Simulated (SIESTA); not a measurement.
HfN:

```
Hf N
1.0
     0.00000    2.25600    2.25600
     2.25600    0.00000    2.25600
     2.25600    2.25600    0.00000
Hf N
1 1
Direct
  0.00000 0.00000 0.00000
  0.50000 0.50000 0.50000
```

Base run:

| Property | Result |
| --- | --- |
| Program | SIESTA 5.4.2 |
| Functional | PBEsol |
| Potentials or basis | PseudoDojo 0.4 standard (PBEsol files) |
| Basis | DZP (energy shift 0.003 Ry; two zetas on semicore shells) |
| Grid cutoff | 800 Ry |
| Energy shift | 0.003 Ry |
| k mesh | 8 × 8 × 8 |
| Occupations | fermi-dirac, width 0.05 eV |
| Spin | no spin polarisation |
| Hubbard terms | Hf d U = 4 eV |

Its results: band gap on the k mesh none (metal or under the smearing width); pressure 9.6 GPa.

**Question.** The run is repeated on the same cell with these changes: hubbard terms from Hf d U = 4 eV to Hf d U = 2 eV. What comes out?

**Answer.** Band gap on the k mesh none (metal or under the smearing width); pressure 5.5 GPa.

Caveats: short orbitals over semicore shells can move pressures by several GPa; the basis of atomic orbitals isn't converged, which shifts pressures, moduli and gaps; U without spin polarisation on a metal has little footing.
